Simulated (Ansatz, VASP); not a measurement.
Two plane-wave programs on CuO (Tenorite)

File INCAR:

```
  PREC = Accurate
  ENCUT = 630
  EDIFF = 1E-6
  ISMEAR = -1
  SIGMA = 0.05
  LREAL = F
  LASPH = T
  NELM = 80
  ALGO = Fast
  ISIF = 3
  LWAVE = F
  LCHARG = F
  GGA = PE
  IBRION = 2
  NSW = 40
  EDIFFG = -0.01
```

Contents of KPOINTS:

```
Automatic mesh
0
Gamma
  10 10 5
```

POSCAR

```
CuO
1.0
    2.3446500000     -1.7134000000      0.0000000000
    2.3446500000      1.7134000000      0.0000000000
   -0.8605543552      0.0000000000      5.0594363927
Cu O
2 2
Direct
    0.4968000000      0.0032000000      0.5000000000
    0.0032000000      0.4968000000      0.0000000000
    0.4056000000      0.5714000000      0.7537000000
    0.5714000000      0.4056000000      0.2537000000
```

Contents of input.yaml:

```yaml
crystal:
  lattice:
    - [2.34465, -1.7134, 0.0]
    - [2.34465, 1.7134, 0.0]
    - [-0.8605543552, 0.0, 5.0594363927]
  atoms:
    - { symbol: Cu, position: [0.4968, 0.0032, 0.5] }
    - { symbol: Cu, position: [0.0032, 0.4968, 0.0] }
    - { symbol: O, position: [0.4056, 0.5714, 0.7537] }
    - { symbol: O, position: [0.5714, 0.4056, 0.2537] }
hamiltonian:
  xc: pbe
  pseudopotentials: { kind: paw }
kpoints:
  mp_grid: { grid: [10, 10, 5] }
scf:
  occupations: { method: fermi_dirac, width: 0.05 }
output:
  forces: true
  stress: true
  eigenvalues: true
relax:
  f_tol: 0.01
  max_steps: 40
  cell: { stress_tol: 0.05 }
```

Alike in both runs: task relaxation of cell and atoms; functional PBE; k mesh 10 × 10 × 5; occupations fermi-dirac, width 0.05 eV; no spin polarisation.

```csv
,VASP,Ansatz
version,VASP 6.6.1,Ansatz 0.2.0
potentials or method,"VASP PAW PBE potentials, release 64 (Cu_GW, O_GW)",Ansatz PAW
plane-wave cutoff (eV),630,420
valence electrons in the cell,34,50
```

Ansatz gave:

```
gap on the k mesh at the Fermi level, each at its own relaxed structure (eV) : none
relaxed volume (Å³/atom)                                                     : 11.20
relaxed cell length with the largest relative difference (Å)                 : 2.950
energy change over the relaxation (meV/atom)                                 : -64
```

Question: Which values does VASP return?

Answer: gap on the k mesh at the Fermi level, each at its own relaxed structure (eV): none; relaxed volume (Å³/atom): 11.13; relaxed cell length with the largest relative difference (Å): 2.942; energy change over the relaxation (meV/atom): -53.

A gap of «none» marks a metal or a gap that the smearing closes. The two sets of potentials don't hold the same shells in valence.

Caveats: the run has no spin polarisation, though such a crystal can be magnetic; semilocal functionals often make such compounds metallic where correlation or magnetic order opens a gap, which also shifts bond lengths; the plane-wave basis is chosen anew once the cell has moved, so the energies of steps on either side of that aren't comparable (Ansatz); the pressure holds a Pulay correction of +0.6 GPa for the finite cutoff (Ansatz). With open d or f shells a metallic result of PBE can be an artefact of self-interaction; +U or a hybrid may open a gap. Zero-point motion and thermal expansion aren't in these numbers.
